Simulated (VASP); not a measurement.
# BAs (F-43m) in VASP: further runs, part 2 of 3

VASP 6.6.1. Earlier steps stand in the parts before.

## 3. Dielectric tensor, PBE

Input file INCAR:

```
SYSTEM = BAs
ALGO = Normal ; EDIFF = 1E-8
ENCUT = 280 ; GGA = PE
ISIF = 2 ; ISMEAR = 0
LASPH = .True. ; LCHARG = .False.
LEPSILON = .True. ; LREAL = .False.
LWAVE = .False. ; NELM = 100
PREC = Accurate ; SIGMA = 0.01
```

Input file KPOINTS:

```
k-points
0
Gamma
  6 6 6
  0 0 0
```

Input file POSCAR:

```
BAs
1.0
    0.0000000000      2.3885000000      2.3885000000
    2.3885000000      0.0000000000      2.3885000000
    2.3885000000      2.3885000000      0.0000000000
As B
1 1
Direct
    0.7500000000      0.7500000000      0.7500000000
    0.0000000000      0.0000000000      0.0000000000
```

Potentials or basis: VASP PAW PBE potentials, release 64 (As, B).

The run is started by

```sh
$ cat potpaw_PBE.64/As/POTCAR potpaw_PBE.64/B/POTCAR > POTCAR
$ mpirun -np 1 vasp_std > vasp.out
```

OUTCAR:

```text
SYSTEM = BAs
   EDIFF = 1E-8
   ENCUT = 280
   GGA = PE
   ISIF = 2
   ISMEAR = 0
   LASPH = .True.
   LEPSILON = .True.
   LREAL = .False.
   NELM = 100
   PREC = Accurate

 Found     16 irreducible k-points:

 Following reciprocal coordinates:
            Coordinates               Weight
  0.000000  0.000000  0.000000      1.000000
  0.166667  0.000000  0.000000      8.000000
  0.333333  0.000000  0.000000      8.000000
  0.500000  0.000000  0.000000      4.000000
  0.166667  0.166667  0.000000      6.000000
  0.333333  0.166667  0.000000     24.000000
   k-points           NKPTS =     16   k-points in BZ     NKDIM =     16   number of bands    NBANDS=      8
   number of dos      NEDOS =    301   number of ions     NIONS =      2
   total plane-waves  NPLWV =   5832
   dimension x,y,z NGX =    18 NGY =   18 NGZ =   18
   dimension x,y,z NGXF=    36 NGYF=   36 NGZF=   36
   ions per type =               1   1
   NGX,Y,Z   is equivalent  to a cutoff of   8.86,  8.86,  8.86 a.u.
   NGXF,Y,Z  is equivalent  to a cutoff of  17.72, 17.72, 17.72 a.u.
 SYSTEM =  BAs
   PREC   = accura    normal or accurate (medium, high low for compatibility)
   ISTART =      0    job   : 0-new  1-cont  2-samecut
   ICHARG =      2    charge: 1-file 2-atom 10-const
   ISPIN  =      1    spin polarized calculation?
   LNONCOLLINEAR =      F non collinear calculations
   LSORBIT =      F    spin-orbit coupling
   LASPH  =      T    aspherical Exc in radial PAW
   ENCUT  =  280.0 eV  20.58 Ry    4.54 a.u.   4.61  4.61  4.61*2*pi/ulx,y,z
   NELM   =    100;   NELMIN=  2; NELMDL= -5     # of ELM steps
   EDIFF  = 0.1E-07   stopping-criterion for ELM
   LREAL  =      F    real-space projection
   EDIFFG = 0.1E-06   stopping-criterion for IOM
   NSW    =      0    number of steps for IOM
   IBRION =     -1    ionic relax: 0-MD 1-quasi-New 2-CG
   NFREE  =      0    steps in history (QN), initial steepest desc. (CG)
   ISIF   =      2    stress and relaxation
   ISYM   =      2    0-nonsym 1-usesym 2-fastsym
   POTIM  = 0.5000    time-step for ionic-motion
   TEBEG  =    0.0;   TEEND  =   0.0 temperature during run
   PSTRESS=    0.0 pullay stress
   NELECT =       8.0000    total number of electrons
   NUPDOWN=      -1.0000    fix difference up-down
   EMIN   =  10.00;   EMAX   =-10.00  energy-range for DOS
   EFERMI =   0.00;   METHOD = LEGACY
   ISMEAR =     0;   SIGMA  =   0.01  broadening in eV -4-tet -1-fermi 0-gaus
   EFERMI_NEDOS =   21; number of points for ismear=-14 and -15
   IALGO  =     38    algorithm
   IMIX   =      4    mixing-type and parameters
     AMIX     =   0.40;   BMIX     =  1.00
     AMIX_MAG =   1.60;   BMIX_MAG =  1.00
  volume/ion in A,a.u.               =      13.63        91.95
  Fermi-wavevector in a.u.,A,eV,Ry     =   1.088018  2.056057 16.106360  1.183784
  Thomas-Fermi vector in A             =   2.224191
   LORBIT       =      0    0 simple, 1 ext, 2 COOP (PROOUT), +10 PAW based schemes
   GGA     = PE    functional components
   LHFCALC =     F    Hartree Fock is set to
   AEXX    =    0.0000 exact exchange contribution
   IVDW    =     0    specifies the selected vdW correction
   LEPSILON=     T    determine dielectric tensor
   LRPA    =     F    only Hartree local field effects (RPA)
 non-spin polarized calculation
 Gauss-broadening in eV      SIGMA  =   0.01
  energy-cutoff  :      280.00
[... 80 lines left out ...]

 [... further k-points ...]

  FORCE on cell =-STRESS in cart. coord.  units (eV):
  Direction    XX          YY          ZZ          XY          YZ          ZX
  --------------------------------------------------------------------------------------
  -------------------------------------------------------------------------------------
  Total        0.3990012      0.3990012      0.3990012      0.0000000      0.0000000      0.0000000
  in kB       23.4573582     23.4573582     23.4573582      0.0000000      0.0000000      0.0000000
  external PRESSURE =      23.4573582 kB  Pullay stress =       0.0000000 kB

 VOLUME and BASIS-vectors are now :
 -----------------------------------------------------------------------------
  energy-cutoff  :      280.00
  volume of cell :       27.25
      direct lattice vectors                 reciprocal lattice vectors
     0.000000000  2.388500000  2.388500000    -0.209336404  0.209336404  0.209336404
     2.388500000  0.000000000  2.388500000     0.209336404 -0.209336404  0.209336404
     2.388500000  2.388500000  0.000000000     0.209336404  0.209336404 -0.209336404

 POSITION                                       TOTAL-FORCE (eV/Angst)
 -----------------------------------------------------------------------------------
      3.58275      3.58275      3.58275        -0.000000      0.000000     -0.000000
      0.00000      0.00000      0.00000         0.000000     -0.000000      0.000000
 -----------------------------------------------------------------------------------
    total drift:                               -0.000001     -0.000001     -0.000001

  FREE ENERGIE OF THE ION-ELECTRON SYSTEM (eV)
  ---------------------------------------------------
  free  energy   TOTEN  =       -11.3645275009 eV

  energy  without entropy=      -11.3645275009  energy(sigma->0) =      -11.36452750

 HEAD OF MICROSCOPIC STATIC DIELECTRIC TENSOR (INDEPENDENT PARTICLE, excluding Hartree and local field effects)
 ------------------------------------------------------
          11.550944     0.000000     0.000000
          -0.000000    11.550944     0.000000
           0.000000     0.000000    11.550944
 ------------------------------------------------------

 Free energy of the ion-electron system (eV)
  ---------------------------------------------------
  ---------------------------------------------------
  free energy    TOTEN  =        -0.83018687 eV

  energy without entropy =       -0.83018687

------------------------ aborting loop because EDIFF is reached ----------------------------------------

--------------------------------------- Ionic step        2  -------------------------------------------

------------------------ aborting loop because EDIFF is reached ----------------------------------------

--------------------------------------- Ionic step        3  -------------------------------------------

 Free energy of the ion-electron system (eV)
  ---------------------------------------------------
  ---------------------------------------------------
  free energy    TOTEN  =        -0.83018696 eV

  energy without entropy =       -0.83018696

------------------------ aborting loop because EDIFF is reached ----------------------------------------

 PIEZOELECTRIC TENSOR FIELD DIRECTION 3  (e Angst)
 -----------------------------------------------------------------------------
     0.00028 -0.09517  0.00000           (  0.00000 -0.10606  0.00000)
    -0.09517  0.00028  0.00000           ( -0.10606  0.00000  0.00000)
     0.00000  0.00000 -0.00115           (  0.00000  0.00000 -0.00000)

 PIEZOELECTRIC TENSOR FIELD DIRECTION 3  (C/m^2)
 -----------------------------------------------------------------------------
     0.00017 -0.05595  0.00000
    -0.05595  0.00017  0.00000
     0.00000  0.00000 -0.00067

 MACROSCOPIC STATIC DIELECTRIC TENSOR (including local field effects in DFT)
 ------------------------------------------------------
          11.244133     0.000000     0.000000
           0.000000    11.244133    -0.000000
           0.000000    -0.000000    11.244133
 ------------------------------------------------------

 PIEZOELECTRIC TENSOR (including local field effects)  for field in x, y, z        (e  Angst)
          XX          YY          ZZ          XY          YZ          ZX
  --------------------------------------------------------------------------------
  x     0.00000     0.00000     0.00000     0.00000    -0.08353     0.00000
  y    -0.00000     0.00000     0.00000     0.00000     0.00000    -0.08353
  z     0.00000     0.00000     0.00000    -0.08353     0.00000     0.00000

 PIEZOELECTRIC TENSOR (including local field effects)  for field in x, y, z        (C/m^2)
          XX          YY          ZZ          XY          YZ          ZX
  --------------------------------------------------------------------------------
  x     0.00000     0.00000     0.00000     0.00000    -0.04910     0.00000
  y    -0.00000     0.00000     0.00000     0.00000     0.00000    -0.04910
  z     0.00000     0.00000     0.00000    -0.04910     0.00000     0.00000

 BORN EFFECTIVE CHARGES (including local field effects) (in |e|, cummulative output)
 ---------------------------------------------------------------------------------
 ion    1
    1     0.49329    -0.00000     0.00000
    2     0.00000     0.49329     0.00000
    3     0.00000    -0.00000     0.49329
 ion    2
    1    -0.49329     0.00000    -0.00000
    2    -0.00000    -0.49329    -0.00000
    3     0.00000     0.00000    -0.49329
```

OSZICAR:

```text
N       E                     dE             d eps       ncg     rms          rms(c)
DAV:   1     0.407833705136E+01    0.40783E+01   -0.25615E+03   256   0.523E+02
DAV:   2    -0.118172655359E+02   -0.15896E+02   -0.15702E+02   416   0.783E+01
DAV:   3    -0.119980160764E+02   -0.18075E+00   -0.18075E+00   288   0.112E+01
[... 12 lines left out ...]
RMM:   5    -0.829521922293E+00   -0.58037E-02   -0.23967E-04  1191   0.120E-01    0.122E-02
RMM:   6    -0.829931174388E+00   -0.40925E-03   -0.53532E-06  1237   0.185E-02    0.585E-03
RMM:   7    -0.830176495118E+00   -0.24532E-03   -0.24870E-06  1190   0.135E-02    0.504E-04
RMM:   8    -0.830189515344E+00   -0.13020E-04   -0.96005E-08  1295   0.107E-03    0.207E-04
RMM:   9    -0.830186799976E+00    0.27154E-05   -0.21384E-08  1190   0.446E-04    0.398E-05
RMM:  10    -0.830186956687E+00   -0.15671E-06   -0.12251E-08  1056   0.121E-04    0.817E-06
```

Run time: 15 s. Hardware: 1 thread of Intel Xeon 6975P-C (Granite Rapids), shared host; peak memory 0.13 GiB.

The run converged, but a check on its numbers failed (symmetry, net force, bounds or a known fault of this set-up), so they aren't taken as properties of the crystal.

Caveat: the cutoff lies under the usual one of these potentials, so the numbers hold a large basis-set error.

## 4. Dielectric tensor, PBE

INCAR: that of step 3 with these lines changed.

```diff
@@ -2,3 +2,3 @@
 ALGO = Normal ; EDIFF = 1E-8
-ENCUT = 280 ; GGA = PE
+ENCUT = 400 ; GGA = PE
 ISIF = 2 ; ISMEAR = 0
```

Input file KPOINTS:

```
k-points
0
Gamma
  5 5 5
  0 0 0
```

POSCAR is that of step 3.

Potentials or basis: VASP PAW PBE potentials, release 64 (As, B).

The run is started by

```sh
$ cat potpaw_PBE.64/As/POTCAR potpaw_PBE.64/B/POTCAR > POTCAR
$ mpirun -np 1 vasp_std > vasp.out
```

OUTCAR:

```text
SYSTEM = BAs
   EDIFF = 1E-8
   ENCUT = 400
   GGA = PE
   ISIF = 2
   ISMEAR = 0
   LASPH = .True.
   LEPSILON = .True.
   LREAL = .False.
   NELM = 100
   PREC = Accurate

 Found     10 irreducible k-points:

 Following reciprocal coordinates:
            Coordinates               Weight
  0.000000  0.000000  0.000000      1.000000
  0.200000  0.000000  0.000000      8.000000
  0.400000  0.000000  0.000000      8.000000
  0.200000  0.200000  0.000000      6.000000
  0.400000  0.200000  0.000000     24.000000
 -0.400000  0.200000  0.000000     24.000000
   k-points           NKPTS =     10   k-points in BZ     NKDIM =     10   number of bands    NBANDS=      8
   number of dos      NEDOS =    301   number of ions     NIONS =      2
   total plane-waves  NPLWV =  13824
   dimension x,y,z NGX =    24 NGY =   24 NGZ =   24
   dimension x,y,z NGXF=    48 NGYF=   48 NGZF=   48
   ions per type =               1   1
   NGX,Y,Z   is equivalent  to a cutoff of  11.81, 11.81, 11.81 a.u.
   NGXF,Y,Z  is equivalent  to a cutoff of  23.62, 23.62, 23.62 a.u.
 SYSTEM =  BAs
   PREC   = accura    normal or accurate (medium, high low for compatibility)
   ISTART =      0    job   : 0-new  1-cont  2-samecut
   ICHARG =      2    charge: 1-file 2-atom 10-const
   ISPIN  =      1    spin polarized calculation?
   LNONCOLLINEAR =      F non collinear calculations
   LSORBIT =      F    spin-orbit coupling
   LASPH  =      T    aspherical Exc in radial PAW
   ENCUT  =  400.0 eV  29.40 Ry    5.42 a.u.   5.51  5.51  5.51*2*pi/ulx,y,z
   NELM   =    100;   NELMIN=  2; NELMDL= -5     # of ELM steps
   EDIFF  = 0.1E-07   stopping-criterion for ELM
   LREAL  =      F    real-space projection
   EDIFFG = 0.1E-06   stopping-criterion for IOM
   NSW    =      0    number of steps for IOM
   IBRION =     -1    ionic relax: 0-MD 1-quasi-New 2-CG
   NFREE  =      0    steps in history (QN), initial steepest desc. (CG)
   ISIF   =      2    stress and relaxation
   ISYM   =      2    0-nonsym 1-usesym 2-fastsym
   POTIM  = 0.5000    time-step for ionic-motion
   TEBEG  =    0.0;   TEEND  =   0.0 temperature during run
   PSTRESS=    0.0 pullay stress
   NELECT =       8.0000    total number of electrons
   NUPDOWN=      -1.0000    fix difference up-down
   EMIN   =  10.00;   EMAX   =-10.00  energy-range for DOS
   EFERMI =   0.00;   METHOD = LEGACY
   ISMEAR =     0;   SIGMA  =   0.01  broadening in eV -4-tet -1-fermi 0-gaus
   EFERMI_NEDOS =   21; number of points for ismear=-14 and -15
   IALGO  =     38    algorithm
   IMIX   =      4    mixing-type and parameters
     AMIX     =   0.40;   BMIX     =  1.00
     AMIX_MAG =   1.60;   BMIX_MAG =  1.00
  volume/ion in A,a.u.               =      13.63        91.95
  Fermi-wavevector in a.u.,A,eV,Ry     =   1.088018  2.056057 16.106360  1.183784
  Thomas-Fermi vector in A             =   2.224191
   LORBIT       =      0    0 simple, 1 ext, 2 COOP (PROOUT), +10 PAW based schemes
   GGA     = PE    functional components
   LHFCALC =     F    Hartree Fock is set to
   AEXX    =    0.0000 exact exchange contribution
   IVDW    =     0    specifies the selected vdW correction
   LEPSILON=     T    determine dielectric tensor
   LRPA    =     F    only Hartree local field effects (RPA)
 non-spin polarized calculation
 Gauss-broadening in eV      SIGMA  =   0.01
  energy-cutoff  :      400.00
[... 81 lines left out ...]

 [... further k-points ...]

  FORCE on cell =-STRESS in cart. coord.  units (eV):
  Direction    XX          YY          ZZ          XY          YZ          ZX
  --------------------------------------------------------------------------------------
  -------------------------------------------------------------------------------------
  Total        0.6107105      0.6107105      0.6107105      0.0000000      0.0000000      0.0000000
  in kB       35.9037873     35.9037873     35.9037873      0.0000000      0.0000000      0.0000000
  external PRESSURE =      35.9037873 kB  Pullay stress =       0.0000000 kB

 VOLUME and BASIS-vectors are now :
 -----------------------------------------------------------------------------
  energy-cutoff  :      400.00
  volume of cell :       27.25
      direct lattice vectors                 reciprocal lattice vectors
     0.000000000  2.388500000  2.388500000    -0.209336404  0.209336404  0.209336404
     2.388500000  0.000000000  2.388500000     0.209336404 -0.209336404  0.209336404
     2.388500000  2.388500000  0.000000000     0.209336404  0.209336404 -0.209336404

 POSITION                                       TOTAL-FORCE (eV/Angst)
 -----------------------------------------------------------------------------------
      3.58275      3.58275      3.58275         0.000000      0.000000      0.000000
      0.00000      0.00000      0.00000        -0.000000     -0.000000     -0.000000
 -----------------------------------------------------------------------------------
    total drift:                               -0.000000     -0.000000     -0.000000

  FREE ENERGIE OF THE ION-ELECTRON SYSTEM (eV)
  ---------------------------------------------------
  free  energy   TOTEN  =       -11.3499330013 eV

  energy  without entropy=      -11.3499330013  energy(sigma->0) =      -11.34993300

 HEAD OF MICROSCOPIC STATIC DIELECTRIC TENSOR (INDEPENDENT PARTICLE, excluding Hartree and local field effects)
 ------------------------------------------------------
          12.843157     0.000000     0.000000
           0.000000    12.843157     0.000000
          -0.000000     0.000000    12.843157
 ------------------------------------------------------

 Free energy of the ion-electron system (eV)
  ---------------------------------------------------
  ---------------------------------------------------
  free energy    TOTEN  =        -0.93433137 eV

  energy without entropy =       -0.93433137

------------------------ aborting loop because EDIFF is reached ----------------------------------------

--------------------------------------- Ionic step        2  -------------------------------------------

------------------------ aborting loop because EDIFF is reached ----------------------------------------

--------------------------------------- Ionic step        3  -------------------------------------------

 Free energy of the ion-electron system (eV)
  ---------------------------------------------------
  ---------------------------------------------------
  free energy    TOTEN  =        -0.93433147 eV

  energy without entropy =       -0.93433147

------------------------ aborting loop because EDIFF is reached ----------------------------------------

 PIEZOELECTRIC TENSOR FIELD DIRECTION 3  (e Angst)
 -----------------------------------------------------------------------------
     0.00091 -0.07980  0.00000           (  0.00000 -0.11387  0.00000)
    -0.07980  0.00091  0.00000           ( -0.11387  0.00000  0.00000)
     0.00000  0.00000 -0.00233           (  0.00000  0.00000 -0.00000)

 PIEZOELECTRIC TENSOR FIELD DIRECTION 3  (C/m^2)
 -----------------------------------------------------------------------------
     0.00053 -0.04691  0.00000
    -0.04691  0.00053  0.00000
     0.00000  0.00000 -0.00137

 MACROSCOPIC STATIC DIELECTRIC TENSOR (including local field effects in DFT)
 ------------------------------------------------------
          12.524886     0.000000     0.000000
           0.000000    12.524886    -0.000000
           0.000000     0.000000    12.524886
 ------------------------------------------------------

 PIEZOELECTRIC TENSOR (including local field effects)  for field in x, y, z        (e  Angst)
          XX          YY          ZZ          XY          YZ          ZX
  --------------------------------------------------------------------------------
  x     0.00000     0.00000    -0.00000     0.00000    -0.06233     0.00000
  y     0.00000     0.00000     0.00000     0.00000     0.00000    -0.06233
  z     0.00000    -0.00000     0.00000    -0.06233     0.00000     0.00000

 PIEZOELECTRIC TENSOR (including local field effects)  for field in x, y, z        (C/m^2)
          XX          YY          ZZ          XY          YZ          ZX
  --------------------------------------------------------------------------------
  x     0.00000     0.00000    -0.00000     0.00000    -0.03664     0.00000
  y     0.00000     0.00000     0.00000     0.00000     0.00000    -0.03664
  z     0.00000    -0.00000     0.00000    -0.03664     0.00000     0.00000

 BORN EFFECTIVE CHARGES (including local field effects) (in |e|, cummulative output)
 ---------------------------------------------------------------------------------
 ion    1
    1     0.47114     0.00000     0.00000
    2    -0.00000     0.47114    -0.00000
    3    -0.00000     0.00000     0.47114
 ion    2
    1    -0.47114     0.00000     0.00000
    2     0.00000    -0.47114     0.00000
    3     0.00000     0.00000    -0.47114
```

OSZICAR:

```text
[... 13 lines left out ...]
RMM:   2    -0.891708492702E+00   -0.21102E-01   -0.15565E-02   688   0.570E-01    0.139E+00
RMM:   3    -0.884605485557E+00    0.71030E-02   -0.76001E-03   687   0.616E-01    0.824E-01
RMM:   4    -0.927242437671E+00   -0.42637E-01   -0.11295E-02   680   0.792E-01    0.851E-02
RMM:   5    -0.933579693439E+00   -0.63373E-02   -0.26572E-04   694   0.127E-01    0.130E-02
RMM:   6    -0.934030501365E+00   -0.45081E-03   -0.62619E-06   718   0.200E-02    0.620E-03
RMM:   7    -0.934319380273E+00   -0.28888E-03   -0.29883E-06   692   0.146E-02    0.556E-04
RMM:   8    -0.934334640721E+00   -0.15260E-04   -0.16522E-07   736   0.117E-03    0.236E-04
RMM:   9    -0.934331337413E+00    0.33033E-05   -0.24371E-08   692   0.512E-04    0.419E-05
RMM:  10    -0.934331466176E+00   -0.12876E-06    0.37158E-08   615   0.141E-04    0.721E-06
```

It took 17 s on 1 thread of Intel Xeon 6975P-C (Granite Rapids), shared host; peak memory 0.14 GiB.

These settings aren't checked as converged: the numbers below hold their error.

Results:

| Property | Result |
| --- | --- |
| Band gap on the k mesh | 1.17 eV, indirect (least direct gap 3.27 eV) |
| Electronic dielectric tensor (diagonal) | 12.52 |
| Born charges (mean of the diagonal) | As +0.47; B -0.47 e |

Caveat: the k mesh is coarse (spacing up to 0.46 Å⁻¹), so the values aren't converged; an odd mesh through Γ misses points on the zone boundary, where band edges often lie.

(Part 2 of 3 ends here.)
